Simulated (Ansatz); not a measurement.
# CuO (P4/nmm) in Ansatz: notebook

Aim: see how the results for CuO move with the level of theory and the settings. Levels: PBE, PBE+U. Tasks: band structure.

Everything below comes from runs of Ansatz 0.2.0. Logs are shortened: lines on timing, memory, paths and dates and some standing lists are left out, and cuts for length are marked.

## 1. The structure

It takes space group P4/nmm (No. 129, tetragonal). Conventional cell: a = 3.175 Å, b = 3.175 Å, c = 4.650 Å, α = 90.00°, β = 90.00°, γ = 90.00°. Cu (site symmetry -4m2) is surrounded by 4 O at 2.02 Å and 4 Cu at 2.25 Å. O (site symmetry 4mm) has 4 Cu at 2.02 Å as nearest neighbours.

The cell was built by a generator and needn't be a form met in nature.

## 2. Band structure, PBE

input.yaml

```yaml
crystal:
  lattice:
    - [3.1754955, 0.0, 0.0]
    - [0.0, 3.1754955, 0.0]
    - [0.0, 0.0, 4.64953187]
  atoms:
    - { symbol: Cu, position: [0.0, 0.0, 0.0] }
    - { symbol: Cu, position: [0.5, 0.5, 0.0] }
    - { symbol: O, position: [0.5, 0.0, 0.267] }
    - { symbol: O, position: [0.0, 0.5, 0.733] }
hamiltonian:
  xc: pbe
  pseudopotentials: { kind: paw }
kpoints:
  mp_grid: { grid: [8, 8, 6] }
  band_path:
    path:
      - [[0.0, 0.0, 0.0], [0.0, 0.5, 0.0], [0.5, 0.5, 0.0], [0.0, 0.0, 0.0], [0.0, 0.0, 0.5], [0.0, 0.5, 0.5], [0.5, 0.5, 0.5], [0.0, 0.0, 0.5]]
      - [[0.0, 0.5, 0.0], [0.0, 0.5, 0.5]]
      - [[0.5, 0.5, 0.0], [0.5, 0.5, 0.5]]
    npoints: 14
scf:
  occupations: { method: fermi_dirac, width: 0.05 }
  n_extra_bands: 10
output:
  forces: true
  stress: true
  eigenvalues: true
  fatbands: true
  write_density: true
  write_potential: true
  elf: true
  volumetric_format: npy
```

Potentials or basis: Ansatz PAW.

Command:

```bash
> ansatz run input.yaml --threads 2 --pin off --max-ram 5632MiB --backend cpu --events-out ev --progress --plain --runs-dir out
```

The log of the run:

```text
Warning: RAYON_NUM_THREADS=2 ignored (pool sized by the plan → 2); use --threads N
scf.n_extra_bands = 10 over 25 filled bands (N_el = 50.0): the run solves 35 bands
Engine: ansatz 0.2.0, x86_64-unknown-linux-gnu
Pseudopotentials: kind: paw
Pseudopotential: Cu, paw, valence charge 19, recommended cutoff 420 eV (normal), Cu.paw.azcp
Pseudopotential: O, paw, valence charge 6, recommended cutoff 420 eV (normal), O.paw.azcp
Functional definition: PBE
  parameter kappa = 0.804
  parameter beta = 0.06672455060314922
  exchange = pbe_x(kappa = kappa, mu = beta*pi^2/3)
  correlation = pbe_c(beta = beta)
Crystal: 4 atoms, lattice volume = 46.885 Å³
Basis set: ecut = 420 eV, 935 PW (Γ), exchange–correlation on 48×48×64 points (8 copies of the dense FFT grid, shifted against one another)
Bands: 35, of which v1, the nominal top of the filled ones, is band 25 counted from 1 (24 counted from 0)
Symmetry: 16 space group operations
Space group: P4/nmm (ITA 129), of the structure as read, at distance tolerance 3.6e-5 Å
k-points: 60 of 384
Non-local potential: Cu, projectors of the file, l = 0: 3, l = 1: 2, l = 2: 3, l = 3: 1
Non-local potential: O, projectors of the file, l = 0: 2, l = 1: 2, l = 2: 1
PAW form: soft (Blöchl's): semilocal exchange-correlation on the pseudo side does not see the compensation charge
PAW one-centre angular grid: Cu, 590 points (default); XC on 64 Gauss nodes
PAW one-centre angular grid: O, 110 points (default); XC on 64 Gauss nodes
Initial density: superposition of atomic densities (neutral atoms: chi_scale 0, normalization atom), corrected by the library's trained network
Initial wavefunctions: pseudopotential atomic-orbital guess
Functional: x = pbe(κ = 0.804, μ = 0.2195149727645171), c = pbe(β = 0.06672455060314922)
SCF iter   1: F=—  HF=-14378.985249 eV  |F-HF|=—  |Δ(HF+E_count)|=         —  Δρ=1.77e-2  dr2=1.08e-1  ethr=1.77e-3  ⟨swp⟩=5.9  Hψ=8713  notcnv=0  defer=22
preconditioner: auto → LDOS  [metal: Δε(μ)=0.007 eV  Ē_g=15.355 eV  σ=0.050 eV  W_gap=0.04  n_scr=16 (ndim 8)  ℏωp=31.6 eV  f_vac=0.220  D(μ)=6.39/eV (n_scr^D=106)  β→1.0]
SCF iter   2: F=—  HF=-14378.976421 eV  |F-HF|=—  |Δ(HF+E_count)|=   8.83e-3  Δρ=8.88e-3  dr2=4.75e-2  ethr=2.16e-4  ⟨swp⟩=2.6  Hψ=3706  notcnv=0  defer=151
SCF iter   3: F=—  HF=-14378.986603 eV  |F-HF|=—  |Δ(HF+E_count)|=   1.02e-2  Δρ=1.72e-2  dr2=9.01e-2  ethr=9.51e-5  ⟨swp⟩=2.0  Hψ=3612  notcnv=0  defer=151  recentre
SCF iter   4: F=—  HF=-14378.972056 eV  |F-HF|=—  |Δ(HF+E_count)|=   1.45e-2  Δρ=8.79e-3  dr2=3.17e-2  ethr=9.51e-5  ⟨swp⟩=2.0  Hψ=3064  notcnv=0  defer=151
SCF iter   5: F=—  HF=-14378.968898 eV  |F-HF|=—  |Δ(HF+E_count)|=   3.16e-3  Δρ=2.84e-3  dr2=3.21e-3  ethr=6.34e-5  ⟨swp⟩=2.0  Hψ=2241  notcnv=0  defer=151
SCF iter   6: F=—  HF=-14378.968535 eV  |F-HF|=—  |Δ(HF+E_count)|=   3.63e-4  Δρ=1.87e-4  dr2=1.09e-5  ethr=6.43e-6  ⟨swp⟩=1.3  Hψ=2476  notcnv=0  defer=151
SCF iter   7: F=—  HF=-14378.968574 eV  |F-HF|=—  |Δ(HF+E_count)|=   3.88e-5  Δρ=3.66e-5  dr2=3.61e-7  ethr=2.17e-8  ⟨swp⟩=2.0  Hψ=3057  notcnv=0  defer=151
SCF iter   8: F=-14378.968574 eV  HF=-14378.968574 eV  |F-HF|=2.35e-8  |Δ(HF+E_count)|=   6.27e-7  Δρ=8.50e-6  dr2=3.11e-8  ethr=2.00e-10  ⟨swp⟩=13.4  Hψ=15577  notcnv=0
SCF 1 converged in 8 iterations: F = -14378.968574 eV  dr2 = 3.11e-8
NSCF: frozen V_eff on 129 k-points
SCF converged after 8 iterations
Free energy (F): -14378.968574 eV
Harris-Foulkes:  -14378.968574 eV  (|F-HF|=2.35e-8)
Internal energy: -14378.911166 eV  (E = F + TS)
E sigma→0 (E₀):  -14378.939870 eV
Entropy (-TS):   -0.057408 eV (-14.352 meV/atom)
Fermi energy:    8.738775 eV
--- Per-component energies (eV) ---
  E_band       = -1011.429654
  E_kinetic    = 942.039923
  E_local      = -12561.137019  (includes V_loc(G=0)·N_el)
  E_nonlocal   = 881.888999
  E_hartree    = 5556.496251
  E_xc         = -324.357807
  E_vxc        = -416.362179  (∫ρ·V_xc dr)
  E_paw        = -3639.504549  (= ΣΔE_a)
  E_vpaw       = -970.839468  (= ΣTr[D̂ρ^β])
  E_aug_tail   = 0.005552  (compensation charges beyond the density's cutoff)
  E_ewald      = -5234.342517
  E_smearing   = -0.057408  (= −TS)
  E_closure    = -0.000000  (closes the sum)
  Σ components = -14378.968574   (vs F -14378.968574, Δ=0.00e0)
--- Forces (eV/Å), atoms counted from 1 ---
  atom   1  Cu     0.00000000     0.00000000    -0.00000000
  atom   2  Cu    -0.00000000     0.00000000    -0.00000000
  atom   3  O      0.00000000     0.00000000    -0.90316969
  atom   4  O     -0.00000000     0.00000000     0.90316969
  max |Σ_I F_I| component: 0.00e0 eV/Å
--- Stress (GPa, compression-positive) ---
       29.314272       0.000000      -0.000000
        0.000000      29.314272      -0.000000
       -0.000000      -0.000000      -8.326696
  P = ⅓ Tr σ = 16.7673 GPa (167.673 kbar)
--- Band table (eV; the first three rows and the last of 60) ---
  k-point 0: bands = ["-103.7546", "-103.6998", "-61.2286", "-61.2286", "-61.1288", "-61.0815", "-61.0155", "-61.0155", "-9.8052", "-8.9882", "2.3073", "3.3118", "3.8187", "3.8187", "4.2315", "5.1118", "5.1118", "6.8879", "6.9078", "7.4808", "7.6683", "7.6683", "8.2561", "8.4040", "9.1707", "9.1707", "9.8604", "15.2236", "19.6535", "19.6535", "20.8601", "20.9810", "23.7148", "29.0423", "29.3315"]
  k-point 1: bands = ["-103.7546", "-103.6998", "-61.2286", "-61.2286", "-61.1288", "-61.0815", "-61.0154", "-61.0154", "-9.7624", "-9.0351", "2.3494", "3.2223", "3.7891", "3.7891", "4.2316", "5.1534", "5.1534", "6.8945", "6.9134", "7.4808", "7.6925", "7.6925", "8.2228", "8.2561", "9.1299", "9.1299", "10.2841", "15.0608", "19.6501", "19.6501", "20.9633", "21.1682", "23.3541", "27.6563", "28.5642"]
  k-point 2: bands = ["-103.7545", "-103.6998", "-61.2287", "-61.2287", "-61.1287", "-61.0815", "-61.0154", "-61.0154", "-9.6538", "-9.1521", "2.4783", "2.9996", "3.7348", "3.7348", "4.2319", "5.2314", "5.2314", "6.8910", "6.9246", "7.4808", "7.7472", "7.7472", "8.0337", "8.2561", "9.0420", "9.0420", "11.0479", "14.6479", "19.6445", "19.6445", "21.2767", "21.8390", "22.5988", "25.2435", "27.9396"]
  k-point 59: bands = ["-103.7268", "-103.7268", "-61.2566", "-61.2566", "-61.1044", "-61.1044", "-60.9953", "-60.9953", "-8.9418", "-8.9418", "2.9707", "2.9707", "4.5854", "4.5854", "5.0080", "5.0080", "5.4748", "5.4748", "5.9587", "5.9587", "6.9666", "6.9666", "7.0973", "7.0973", "8.4521", "8.4521", "15.2380", "15.2380", "17.9922", "17.9922", "22.1033", "22.1033", "22.6336", "22.6336", "26.7399"]
```

rho_z.tsv:

```text
# z_ang	rho[e/angstrom^3]
# format = ansatz-planar-average/11
# lattice	3.175495500	0.000000000	0.000000000
# lattice	0.000000000	3.175495500	0.000000000
# lattice	0.000000000	0.000000000	4.649531870
# sites	4
# site	29	0.000000000	0.000000000	0.000000000
# site	29	1.587747750	1.587747750	0.000000000
# site	8	1.587747750	0.000000000	1.241425009
# site	8	0.000000000	1.587747750	3.408106861
0.000000	5.304488e0
0.145298	4.466532e0
0.290596	2.785879e0
0.435894	1.471891e0
0.581191	8.145646e-1
0.726489	5.868396e-1
[... 24 lines left out ...]
4.358936	2.785879e0
4.504234	4.466532e0
```

It took 5.6 s on 2 threads of AMD EPYC 7B13 (Zen 3), shared host; peak memory 0.46 GiB.

Results:

| Quantity | Value |
| --- | --- |
| Free energy | -14378.9686 eV |
| Pressure | 16.8 GPa |
| Largest force | 0.903 eV/Å |
| Band gap on the k mesh | none (metal or under the smearing width) |

Forces on the atoms (eV/Å):
```
Cu   0.000  0.000  0.000
Cu   0.000  0.000  0.000
O    0.000  0.000 -0.903
O    0.000  0.000  0.903
```

Stress tensor (GPa, compression positive):
```
29.31  0.00  0.00
 0.00 29.31  0.00
 0.00  0.00 -8.33
```

Levels at the corners of the path, in eV from the Fermi level:
| point | band 22 | band 23 | band 24 | band 25 | band 26 | band 27 | band 28 | band 29 |
| --- | --- | --- | --- | --- | --- | --- | --- | --- |
| Γ | -1.07 | -0.48 | -0.33 | 0.43 | 0.43 | 1.12 | 6.48 | 10.91 |
| X | -2.31 | -0.25 | -0.25 | -0.01 | -0.01 | 5.25 | 5.25 | 10.61 |
| M | -1.64 | -1.54 | -1.54 | -0.40 | -0.40 | 5.59 | 5.59 | 9.26 |
| Γ | -1.07 | -0.48 | -0.33 | 0.43 | 0.43 | 1.12 | 6.48 | 10.91 |
| Z | -0.96 | -0.75 | -0.48 | 0.26 | 0.26 | 2.72 | 5.63 | 10.90 |
| R | -2.35 | 0.03 | 0.03 | 0.10 | 0.10 | 5.08 | 5.08 | 9.72 |
| A | -1.77 | -1.64 | -1.64 | -0.29 | -0.29 | 6.50 | 6.50 | 9.25 |
| Z | -0.96 | -0.75 | -0.48 | 0.26 | 0.26 | 2.72 | 5.63 | 10.90 |
| X | -2.31 | -0.25 | -0.25 | -0.01 | -0.01 | 5.25 | 5.25 | 10.61 |
| R | -2.35 | 0.03 | 0.03 | 0.10 | 0.10 | 5.08 | 5.08 | 9.72 |
| M | -1.64 | -1.54 | -1.54 | -0.40 | -0.40 | 5.59 | 5.59 | 9.26 |
| A | -1.77 | -1.64 | -1.64 | -0.29 | -0.29 | 6.50 | 6.50 | 9.25 |

Caveat: the pressure holds a Pulay correction of +0.7 GPa for the finite cutoff; the run has no spin polarisation, though such a crystal can be magnetic; semilocal functionals often make such compounds metallic where correlation or magnetic order opens a gap, which also shifts bond lengths. With open d or f shells a metallic result of PBE can be an artefact of self-interaction; +U or a hybrid may open a gap.

## 3. Band structure, PBE+U

Edit input.yaml of step 2 so:

```diff
@@ -13,2 +13,3 @@
   pseudopotentials: { kind: paw }
+  hubbard: { sites: [{ species: Cu, l: d, u_eff: 1.0 }] }
 kpoints:
@@ -28,6 +29,2 @@
   eigenvalues: true
-  fatbands: true
-  write_density: true
-  write_potential: true
-  elf: true
-  volumetric_format: npy
+  fatbands: false
```

Potentials or basis: Ansatz PAW.

Command:

```bash
> ansatz run input.yaml --threads 2 --pin off --max-ram 5632MiB --backend cpu --events-out ev --progress --plain --runs-dir out
```

It took 6.3 s on 2 threads of AMD EPYC 7B13 (Zen 3), shared host; peak memory 0.47 GiB.

It converged, with:

```
Free energy            : -14378.5199 eV
Pressure               : 17.1 GPa
Largest force          : 0.807 eV/Å
Band gap on the k mesh : none (metal or under the smearing width)
```

Forces in eV/Å, atoms in the order of the input:
```
Cu   0.000  0.000  0.000
Cu   0.000  0.000  0.000
O    0.000  0.000 -0.807
O    0.000  0.000  0.807
```

Stress tensor (GPa, compression positive):
```
29.37  0.00  0.00
 0.00 29.37  0.00
 0.00  0.00 -7.56
```

Levels at the corners of the path, in eV from the Fermi level:
| point | band 22 | band 23 | band 24 | band 25 | band 26 | band 27 | band 28 | band 29 |
| --- | --- | --- | --- | --- | --- | --- | --- | --- |
| Γ | -1.12 | -0.65 | -0.30 | 0.46 | 0.46 | 1.26 | 6.65 | 11.10 |
| X | -2.46 | -0.27 | -0.27 | 0.00 | 0.00 | 5.40 | 5.40 | 10.78 |
| M | -1.76 | -1.61 | -1.61 | -0.49 | -0.49 | 5.76 | 5.76 | 9.44 |
| Γ | -1.12 | -0.65 | -0.30 | 0.46 | 0.46 | 1.26 | 6.65 | 11.10 |
| Z | -1.00 | -0.74 | -0.65 | 0.28 | 0.28 | 2.85 | 5.78 | 11.09 |
| R | -2.51 | 0.04 | 0.04 | 0.10 | 0.10 | 5.23 | 5.23 | 9.86 |
| A | -1.87 | -1.76 | -1.76 | -0.36 | -0.36 | 6.67 | 6.67 | 9.43 |
| Z | -1.00 | -0.74 | -0.65 | 0.28 | 0.28 | 2.85 | 5.78 | 11.09 |
| X | -2.46 | -0.27 | -0.27 | 0.00 | 0.00 | 5.40 | 5.40 | 10.78 |
| R | -2.51 | 0.04 | 0.04 | 0.10 | 0.10 | 5.23 | 5.23 | 9.86 |
| M | -1.76 | -1.61 | -1.61 | -0.49 | -0.49 | 5.76 | 5.76 | 9.44 |
| A | -1.87 | -1.76 | -1.76 | -0.36 | -0.36 | 6.67 | 6.67 | 9.43 |

Eigenvalues of the final occupation matrices:
| site | spin | trace | eigenvalues |
| --- | --- | --- | --- |
| site 1 | 1 | 4.77 | 0.92 0.92 0.97 0.98 0.98 |
| site 2 | 1 | 4.77 | 0.92 0.92 0.97 0.98 0.98 |

Caveat: the pressure holds a Pulay correction of +0.7 GPa for the finite cutoff; the run has no spin polarisation, though such a crystal can be magnetic; U without spin polarisation on a metal has little footing.
